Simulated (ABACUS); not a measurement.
BP:

```
CELL_PARAMETERS angstrom
0.00000 2.26900 2.26900
2.26900 0.00000 2.26900
2.26900 2.26900 0.00000
ATOMIC_POSITIONS crystal
P 0.75000 0.75000 0.75000
B 0.00000 0.00000 0.00000
```

Base run:

```yaml
Program: ABACUS 3.10.1
Functional: PBE
Potentials_or_basis: GBRV ultrasoft 1.5 PBE
Cutoff: 544 eV
Density_cutoff: 4354 eV
Basis: plane waves
k_mesh: 7 × 7 × 7
Occupations: fermi-dirac, width 0.05 eV
Spin: no spin polarisation
```

Its results: band gap on the k mesh 1.25 eV, indirect (least direct gap 3.41 eV); pressure 1.0 GPa.

Problem. The run is repeated on the same cell with these changes: potentials or basis from GBRV ultrasoft 1.5 PBE to SG15 ONCV 1.2 PBE; cutoff from 544 eV to 1034 eV; density cutoff from 4354 eV to 4136 eV; radial cutoff of the potentials (pseudo_rcut) from 10 bohr to 7 bohr. What comes out?

Solution. Band gap on the k mesh 1.28 eV, indirect (least direct gap 3.43 eV); pressure 0.4 GPa.

Caveats: an odd mesh through Γ misses points on the zone boundary, where band edges often lie.
